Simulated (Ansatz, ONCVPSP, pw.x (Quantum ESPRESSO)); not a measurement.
## silicon: one change to the ONCV potential, in the atom and in the bcc crystal

silicon, optimised norm-conserving Vanderbilt (ONCV), made with ONCVPSP 4.0.1.1 (patched build) (LDA (Perdew-Wang 92), scalar-relativistic). Core [Ne], reference 3s2 3p2. Waves: 3s: rc 1.85 bohr, ncon 3, nbas 8, qcut 3.3 1/bohr, 1 projector; 3p: rc 1.90 bohr, ncon 4, nbas 8, qcut 4.5 1/bohr, 2 projectors, debl 3.8 Ha; d scattering state at 0.11 Ha: rc 1.50 bohr, ncon 4, nbas 8, qcut 6.4 1/bohr, 2 projectors, debl 0.3 Ha. Local part: polynomial inside 1.10 bohr (lpopt 5, dvloc0 0 Ha). Core correction: none.

Change: p: nproj 1.

Cutoffs, loose and tight: the cutoffs (Ha) at which the residual kinetic energy of the hardest occupied pseudo-wave falls to 1 and 0.1 mHa per electron. They do not see the model core or the augmentation charge, which bear on the density cutoff. Test errors are all-electron minus pseudo excitation energies from the reference, over the configurations 3s2 3p1; 3s2 3p0; 3s1 3p0; 3s2 3p1.5; variants that change the core or the reference have their own tests.

Crystal test: bcc Si in pw.x 7.5, no spin, 15³ k-points, Fermi–Dirac smearing 0.01 Ry, cutoffs set for each file from its atomic test. The reference is all-electron LAPW (Ansatz 0.2.0) with the same functional, mesh and smearing; V0 and B0 come from Birch–Murnaghan fits to the pressures at five volumes. Errors are pseudo minus all-electron; Δ is the rms difference of the E(V) curves that follow from these fits, minima aligned, over ±6 % about the mean V0. Mesh and smearing are coarse, so the numbers serve the comparison and aren't converged zero-temperature values; the lattice is a test structure that the element need not adopt.

All-electron: a0 = 3.045 Å (V0 = 14.12 Å³/atom), B0 = 101.1 GPa.

Question: Does the change bring the crystal closer to the all-electron result?

Answer: The mean pressure error goes from -1.10 to -1.53 GPa, so the change moves the solid further from the all-electron pressures.

```json
{"quantity": "outcome (atom)", "base": "generated", "changed": "generated"}
{"quantity": "cutoff, loose (atom)", "base": "9.3 Ha", "changed": "9.3 Ha"}
{"quantity": "cutoff, tight (atom)", "base": "53 Ha", "changed": "53 Ha"}
{"quantity": "bound ghosts (atom)", "base": "none", "changed": "none"}
{"quantity": "largest test error (meV) (atom)", "base": "+332", "changed": "+332"}
{"quantity": "cutoffs in pw.x (Ry)", "base": "125/500", "changed": "125/500"}
{"quantity": "a0 (Å)", "base": "3.034", "changed": "3.030"}
{"quantity": "a0 error (%)", "base": "-0.36", "changed": "-0.51"}
{"quantity": "B0 error (%)", "base": "-0.1", "changed": "+0.4"}
{"quantity": "Δ (meV/atom)", "base": "3.4", "changed": "4.8"}
{"quantity": "mean pressure error (GPa)", "base": "-1.10", "changed": "-1.53"}
```

Base: The generator flags a localised state at positive energy (s at 15 eV). Changed file: This is a poor potential for the solid. The generator flags a localised state at positive energy (s at 15 eV).
